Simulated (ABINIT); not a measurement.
# Cl (Cmce) in ABINIT: further runs

The runs below take Cl through single point, with r2SCAN.

All numbers are computed with ABINIT 10.8.3 (patched build); they aren't measurements. Logs are shortened: lines on timing, memory, paths and dates and some standing lists are left out, and cuts for length are marked. The log counts tension as positive stress, the text compression.

## (1) The crystal as given

Symmetry: Cmce, No. 64, orthorhombic system. The conventional cell has a = 6.290 Å, b = 4.500 Å, c = 8.210 Å, α = 90.00°, β = 90.00°, γ = 90.00°. Cl (site symmetry m) is surrounded by 1 Cl at 2.02 Å.

## (2) Single point, r2SCAN

run.abi reads:

```
pp_dirpath "./"
pseudos "Cl.GGA_PBE-ansatz.xml"

acell 3*1.0 Angstrom
rprim
     3.1450000000    -2.2500000000     0.0000000000
     3.1450000000     2.2500000000     0.0000000000
     0.0000000000     0.0000000000     8.2100000000
ntypat 1
znucl 17
natom 4
typat 1 1 1 1
xred
     0.3700000000     0.6300000000     0.4000000000
     0.1300000000     0.8700000000     0.9000000000
     0.6300000000     0.3700000000     0.6000000000
     0.8700000000     0.1300000000     0.1000000000
chkprim 0
chksymtnons 0
tolsym 1.0e-6

ecut 18.0
pawecutdg 36.0
pawovlp -1

kptopt 1
ngkpt 6 6 3
nshiftk 1
shiftk 0.0 0.0 0.0

ixc -497498
usekden 1
pawxcdev 0

nband 18
occopt 3
tsmear 0.05 eV

nstep 100
tolvrs 1.0e-7

iomode 3
prtwf 0
prteig 0
prtebands 0
enunit 2
prtvol 2
prtden 1
prtvha 1
prtvclmb 1
prtpot 1
```

Potentials or basis: Ansatz PAW PBE default generated set, frozen core.

The run is started by

```console
mpirun --bind-to none -np 4 abinit run.abi > log 2>&1
```

run.abo:

```text
[... set-up lines left out ...]
 ETOT  1  -50.958814919138    -5.096E+01 2.336E-02 7.408E+00
 ETOT  2  -50.688835028384     2.700E-01 4.720E-03 1.074E+00
 ETOT  3  -50.687900954582     9.341E-04 8.290E-04 1.725E-02
 ETOT  4  -50.688058426241    -1.575E-04 3.230E-04 4.451E-03
 ETOT  5  -50.688121117513    -6.269E-05 2.375E-04 2.758E-04
 ETOT  6  -50.688122222773    -1.105E-06 6.977E-05 3.216E-05
 ETOT  7  -50.688122754216    -5.314E-07 5.189E-05 2.432E-06
 ETOT  8  -50.688122781331    -2.712E-08 2.328E-05 5.062E-07
 ETOT  9  -50.688122788919    -7.588E-09 3.450E-05 2.690E-08

 At SCF step    9       nres2   =  2.69E-08 < tolvrs=  1.00E-07 =>converged.

Result for kinetic energy density :

--------------------------------------------------------------------------------
 Total kinetic energy density [Ha/Bohr^3]
)     Maximum=    7.9896E-01  at reduced coord.    0.1250    0.8750    0.9000
)     Minimum=    8.7357E-04  at reduced coord.    0.2500    0.4750    0.1444
   Integrated=    2.3390E+01
--------------------------------------------------------------------------------

 Cartesian components of stress tensor (hartree/bohr^3)
  sigma(1 1)= -4.33664201E-06  sigma(3 2)=  0.00000000E+00
  sigma(2 2)=  2.81133392E-05  sigma(3 1)=  0.00000000E+00
  sigma(3 3)=  4.66271842E-05  sigma(2 1)=  0.00000000E+00

--- !ResultsGS
iteration_state: {dtset: 1, }
comment   : Summary of ground state results
lattice_vectors:
- [  5.9431887,  -4.2518838,   0.0000000, ]
- [  5.9431887,   4.2518838,   0.0000000, ]
- [  0.0000000,   0.0000000,  15.5146515, ]
lattice_lengths: [   7.30753,    7.30753,   15.51465, ]
lattice_angles: [ 90.000,  90.000,  71.161, ] # degrees, (23, 13, 12)
lattice_volume:   7.8410265E+02
convergence: {deltae: -7.588E-09, res2:  2.690E-08, residm:  3.450E-05, diffor: null, }
etotal    :  -5.06881228E+01
entropy   :   0.00000000E+00
fermie    :  -2.70167314E-02
cartesian_stress_tensor: # hartree/bohr^3
- [ -4.33664201E-06,   0.00000000E+00,   0.00000000E+00, ]
- [  0.00000000E+00,   2.81133392E-05,   0.00000000E+00, ]
- [  0.00000000E+00,   0.00000000E+00,   4.66271842E-05, ]
pressure_GPa:  -6.9045E-01
xred      :
- [  3.7000E-01,   6.3000E-01,   4.0000E-01, Cl]
- [  1.3000E-01,   8.7000E-01,   9.0000E-01, Cl]
- [  6.3000E-01,   3.7000E-01,   6.0000E-01, Cl]
- [  8.7000E-01,   1.3000E-01,   1.0000E-01, Cl]
cartesian_forces: # hartree/bohr
- [ -9.97080136E-20,  -3.42158785E-03,   2.20794632E-03, ]
- [  6.21860798E-20,   3.42158785E-03,   2.20794632E-03, ]
- [ -8.71220365E-21,   3.42158785E-03,  -2.20794632E-03, ]
- [  4.62341375E-20,  -3.42158785E-03,  -2.20794632E-03, ]
force_length_stats: {min:   4.07213585E-03, max:   4.07213585E-03, mean:   4.07213585E-03, }
...

 Integrated electronic density in atomic spheres:
 ------------------------------------------------
 Atom  Sphere_radius  Integrated_density
    1        2.42074          6.19013812
    2        2.42074          6.19013812
    3        2.42074          6.19013812
    4        2.42074          6.19013812

================================================================================

 ----iterations are completed or convergence reached----

 Mean square residual over all n,k,spin=   21.860E-08; max=  34.496E-06
   0.0000  0.0000  0.0000    1  1.41828E-11 kpt; spin; max resid(k); each band:
  1.42E-11 1.19E-11 7.33E-12 1.25E-11 6.47E-12 5.55E-12 2.48E-12 1.95E-12
  7.60E-14 8.00E-14 5.41E-12 2.71E-12 7.11E-14 7.39E-14 4.14E-12 5.72E-12
  1.09E-11 8.96E-12
   0.1667  0.0000  0.0000    1  1.20113E-10 kpt; spin; max resid(k); each band:
  1.39E-11 1.17E-11 8.22E-12 1.25E-11 6.41E-12 5.40E-12 3.35E-12 4.00E-12
  1.60E-12 2.13E-12 5.02E-12 2.35E-12 1.34E-13 2.93E-13 5.12E-12 5.74E-12
  1.38E-11 1.20E-10
   0.3333  0.0000  0.0000    1  3.78260E-10 kpt; spin; max resid(k); each band:
  1.32E-11 1.20E-11 9.52E-12 1.25E-11 6.19E-12 5.88E-12 4.81E-12 6.81E-12
  4.06E-12 3.47E-12 3.82E-12 2.22E-12 3.71E-12 3.07E-12 6.41E-12 6.10E-12
  3.24E-11 3.78E-10
   0.5000  0.0000  0.0000    1  1.69073E-11 kpt; spin; max resid(k); each band:
  1.20E-11 1.20E-11 1.16E-11 1.16E-11 6.08E-12 6.08E-12 6.48E-12 6.48E-12
  4.27E-12 4.27E-12 2.44E-12 2.44E-12 3.51E-12 3.51E-12 6.35E-12 6.35E-12
  1.59E-11 1.69E-11
   0.1667  0.1667  0.0000    1  2.09012E-09 kpt; spin; max resid(k); each band:
[... 72 lines left out ...]
  1.02E-11 9.33E-12 1.05E-11 1.18E-11 5.45E-12 5.47E-12 3.00E-12 2.16E-12
  2.67E-12 3.04E-12 5.74E-12 3.54E-12 2.55E-12 1.30E-12 6.99E-12 7.59E-12
  4.41E-09 6.01E-08
[... 57 lines left out ...]
   0.21803    0.23022
      occupation numbers for kpt#   2
   2.00000    2.00000    2.00000    2.00000    2.00000    2.00000    2.00000    2.00000
   2.00000    2.00000    2.00000    2.00000    2.00000    2.00000    0.00000    0.00000
   0.00000    0.00000
 kpt#   3, nband= 18, wtk=  0.03704, kpt=  0.3333  0.0000  0.0000 (reduced coord)
[... 176 lines left out ...]
  -0.70559   -0.70457   -0.55251   -0.55027   -0.26705   -0.26422   -0.20738   -0.20057
  -0.19970   -0.19643   -0.10016   -0.09330   -0.08663   -0.08528    0.03350    0.03589
   0.28011    0.28765
      occupation numbers for kpt#  25
   2.00000    2.00000    2.00000    2.00000    2.00000    2.00000    2.00000    2.00000
   2.00000    2.00000    2.00000    2.00000    2.00000    2.00000    0.00000    0.00000
   0.00000    0.00000
 kpt#  26, nband= 18, wtk=  0.01852, kpt=  0.5000  0.5000  0.3333 (reduced coord)
  -0.70586   -0.70317   -0.55204   -0.54556   -0.26864   -0.26093   -0.22092   -0.21172
  -0.18650   -0.18457   -0.10975   -0.10568   -0.09971   -0.08798    0.02787    0.03151
   0.26358    0.26820
      occupation numbers for kpt#  26
   2.00000    2.00000    2.00000    2.00000    2.00000    2.00000    2.00000    2.00000
   2.00000    2.00000    2.00000    2.00000    2.00000    2.00000    0.00000    0.00000
   0.00000    0.00000
 Fermi (or HOMO) energy (eV) =  -0.73516   Average Vxc (eV)=  -8.27996
 Eigenvalues (   eV  ) for nkpt=  26  k points:
 kpt#   1, nband= 18, wtk=  0.00926, kpt=  0.0000  0.0000  0.0000 (reduced coord)
 -19.47867  -19.27150  -15.28210  -14.72715   -7.59260   -6.76776   -4.87529   -4.75841
  -4.41506   -4.40581   -2.86574   -2.56813   -2.31489   -2.22277    0.69521    1.26724
   5.42604    5.97041
 kpt#   2, nband= 18, wtk=  0.03704, kpt=  0.1667  0.0000  0.0000 (reduced coord)
 -19.42971  -19.24819  -15.24992  -14.77362   -7.58508   -6.82770   -5.04132   -5.03674
  -4.55304   -4.55142   -2.68547   -2.46568   -2.36521   -2.28018    0.70322    1.23394
   5.93277    6.26461
 kpt#   3, nband= 18, wtk=  0.03704, kpt=  0.3333  0.0000  0.0000 (reduced coord)
 -19.31826  -19.21086  -15.16369  -14.89423   -7.52701   -7.03103   -5.51452   -5.39642
  -4.68087   -4.66439   -2.57899   -2.54530   -2.40211   -2.29824    0.86603    1.17076
   6.72754    6.86730
 kpt#   4, nband= 18, wtk=  0.01852, kpt=  0.5000  0.0000  0.0000 (reduced coord)
 -19.22622  -19.22622  -15.03911  -15.03911   -7.33066   -7.33066   -5.62463   -5.62463
  -4.70536   -4.70536   -2.66548   -2.66548   -2.30602   -2.30602    1.06924    1.06924
   6.74058    6.74058
 kpt#   5, nband= 18, wtk=  0.01852, kpt=  0.1667  0.1667  0.0000 (reduced coord)
[... 72 lines left out ...]
 -19.26477  -19.18348  -15.05274  -14.85075   -7.35540   -7.08733   -5.64032   -5.47319
  -4.99299   -4.97019   -3.00132   -2.74985   -2.60638   -2.30573    0.79160    0.92062
   7.34691    7.49597
 kpt#  24, nband= 18, wtk=  0.07407, kpt=  0.5000  0.3333  0.3333 (reduced coord)
 -19.21661  -19.15312  -15.03611  -14.88482   -7.32053   -7.11703   -5.83625   -5.64407
  -5.18455   -5.09071   -2.89664   -2.71276   -2.59381   -2.35042    0.81088    0.92556
   7.29107    7.51307
 kpt#  25, nband= 18, wtk=  0.03704, kpt= -0.3333  0.3333  0.3333 (reduced coord)
 -19.20019  -19.17234  -15.03465  -14.97360   -7.26670   -7.18988   -5.64305   -5.45772
  -5.43415   -5.34506   -2.72552   -2.53875   -2.35737   -2.32051    0.91160    0.97672
   7.62230    7.82737
 kpt#  26, nband= 18, wtk=  0.01852, kpt=  0.5000  0.5000  0.3333 (reduced coord)
 -19.20753  -19.13419  -15.02178  -14.84533   -7.31000   -7.10036   -6.01151   -5.76130
  -5.07480   -5.02242   -2.98648   -2.87572   -2.71337   -2.39414    0.75838    0.85734
   7.17233    7.29805
 Total charge density [el/Bohr^3]
)     Maximum=    2.9611E-01  at reduced coord.    0.2500    0.9000    0.9000
)Next maximum=    2.9611E-01  at reduced coord.    0.1000    0.7500    0.9000
)     Minimum=   -4.3730E-02  at reduced coord.    0.8750    0.1250    0.1000
)Next minimum=   -4.3730E-02  at reduced coord.    0.3750    0.6250    0.4000
   Integrated=    2.8000E+01

--- !EnergyTerms
iteration_state     : {dtset: 1, }
comment             : Components of total free energy in Hartree
kinetic             :  2.33897390223269E+01
hartree             :  1.26244278710814E+01
xc                  : -1.51223979509805E+01
Ewald energy        : -4.52935173226236E+01
psp_core            :  2.25421843605740E+00
local_psp           : -4.33897912416981E+01
PAW spherical_terms :  1.48491612351869E+01
internal            : -5.06881599506496E+01
'-kT*entropy'       : -1.95594920781636E-15
total_energy        : -5.06881599506496E+01
total_energy_eV     : -1.37929509851519E+03
...

--- !EnergyTermsDC
iteration_state     : {dtset: 1, }
comment             : '"Double-counting" decomposition of free energy'
band_energy         : -8.35201615323406E+00
Ewald energy        : -4.52935173226236E+01
psp_core            :  2.25421843605740E+00
xc_dc               : -9.23103700052100E+00
PAW spherical_terms :  9.93422925140236E+00
internal            : -5.06881227889189E+01
'-kT*entropy'       : -1.95594920781636E-15
total_energy_dc     : -5.06881227889189E+01
total_energy_dc_eV  : -1.37929408729298E+03
...

--- !EnergyTermsWithPAWCore
iteration_state     : {dtset: 1, }
comment             : 'Components of total free energy, including PAW core contributions'
Total energy        : -1.84070528330289E+03
Total energy DC     : -1.84070524614116E+03
Total energy (eV)   : -5.00881424289729E+04
Total energy DC (eV): -5.00881414177507E+04
...

 Cartesian components of stress tensor (hartree/bohr^3)
  sigma(1 1)= -4.33664201E-06  sigma(3 2)=  0.00000000E+00
  sigma(2 2)=  2.81133392E-05  sigma(3 1)=  0.00000000E+00
  sigma(3 3)=  4.66271842E-05  sigma(2 1)=  0.00000000E+00

-Cartesian components of stress tensor (GPa)         [Pressure= -6.9045E-01 GPa]
- sigma(1 1)= -1.27588413E-01  sigma(3 2)=  0.00000000E+00
- sigma(2 2)=  8.27122997E-01  sigma(3 1)=  0.00000000E+00
- sigma(3 3)=  1.37181912E+00  sigma(2 1)=  0.00000000E+00

== END DATASET(S) ==============================================================
================================================================================

 -outvars: echo values of variables after computation  --------
            acell      1.8897261259E+00  1.8897261259E+00  1.8897261259E+00 Bohr
           etotal     -5.0688122789E+01
            fcart     -9.9708013594E-20 -3.4215878501E-03  2.2079463159E-03
                       6.2186079796E-20  3.4215878501E-03  2.2079463159E-03
                      -8.7122036542E-21  3.4215878501E-03 -2.2079463159E-03
                       4.6234137452E-20 -3.4215878501E-03 -2.2079463159E-03
            rprim      3.1450000000E+00 -2.2500000000E+00  0.0000000000E+00
                       3.1450000000E+00  2.2500000000E+00  0.0000000000E+00
                       0.0000000000E+00  0.0000000000E+00  8.2100000000E+00
           strten     -4.3366420102E-06  2.8113339239E-05  4.6627184159E-05
                       0.0000000000E+00  0.0000000000E+00  0.0000000000E+00
           xangst      3.1450000000E+00  5.8500000000E-01  3.2840000000E+00
                       3.1450000000E+00  1.6650000000E+00  7.3890000000E+00
                       3.1450000000E+00 -5.8500000000E-01  4.9260000000E+00
                       3.1450000000E+00 -1.6650000000E+00  8.2100000000E-01
             xred      3.7000000000E-01  6.3000000000E-01  4.0000000000E-01
                       1.3000000000E-01  8.7000000000E-01  9.0000000000E-01
                       6.3000000000E-01  3.7000000000E-01  6.0000000000E-01
                       8.7000000000E-01  1.3000000000E-01  1.0000000000E-01
 Calculation completed.
```

It took 47 s on 4 MPI ranks of Arm Neoverse V2, shared host; peak memory 0.92 GiB.

Results:

* Free energy: -1379.2941 eV
* Pressure: -0.7 GPa
* Largest force: 0.209 eV/Å
* Band gap on the k mesh: 2.86 eV, indirect (least direct gap 2.92 eV)

Forces in eV/Å, atoms in the order of the input:
```
Cl   0.000 -0.176  0.114
Cl   0.000  0.176  0.114
Cl   0.000  0.176 -0.114
Cl   0.000 -0.176 -0.114
```

Caveat: the atomic spheres overlap; totals of a meta-GGA on PAW files have another zero than those of a GGA; the PAW data sets were made with another functional, which shifts forces and pressure a little; an odd mesh through Γ misses points on the zone boundary, where band edges often lie.

## (3) Single point, r2SCAN

run.abi: that of step 2 with these lines changed.

```diff
@@ -1,3 +1,3 @@
 pp_dirpath "./"
-pseudos "Cl.GGA_PBE-ansatz.xml"
+pseudos "Cl.GGA_PBE-JTH.xml"
 
@@ -21,5 +21,4 @@
 
-ecut 18.0
-pawecutdg 36.0
-pawovlp -1
+ecut 30.0
+pawecutdg 52.0
```

Potentials or basis: JTH PAW PBE v2.0.

The run is started by

```console
mpirun --bind-to none -np 4 abinit run.abi > log 2>&1
```

Wall time 65 s (4 MPI ranks of Arm Neoverse V2, shared host); peak memory 0.88 GiB.

Results (log left out):

* Free energy: -1380.8312 eV
* Pressure: -0.5 GPa
* Largest force: 0.131 eV/Å
* Band gap on the k mesh: 2.84 eV, indirect (least direct gap 2.90 eV)
* Valence electrons inside the program's atomic spheres: Cl 4.29 (radii [0.9544] Å)

Forces on the atoms (eV/Å):
```
Cl   0.000 -0.130  0.021
Cl   0.000  0.130  0.021
Cl   0.000  0.130 -0.021
Cl   0.000 -0.130 -0.021
```

Stress tensor (GPa, compression positive):
```
 0.04  0.00  0.00
 0.00 -0.65  0.00
 0.00  0.00 -1.00
```

Levels at points of the mesh, in eV from the valence-band top:
```csv
k point,band 11,band 12,band 13,band 14,band 15,band 16,band 17,band 18
"(0.00, 0.00, 0.00)",-0.70,-0.40,-0.15,-0.06,2.84,3.41,7.60,8.17
"(0.50, 0.00, 0.00)",-0.50,-0.50,-0.14,-0.14,3.21,3.21,8.93,8.93
"(0.50, 0.50, 0.00)",-0.97,-0.90,-0.36,0.00,2.91,3.10,9.18,9.26
```

Caveat: totals of a meta-GGA on PAW files have another zero than those of a GGA; the PAW data sets were made with another functional, which shifts forces and pressure a little; an odd mesh through Γ misses points on the zone boundary, where band edges often lie. r2SCAN opens gaps a little over a GGA but as a rule still falls short of measured ones.

[end of part 1 of 2]
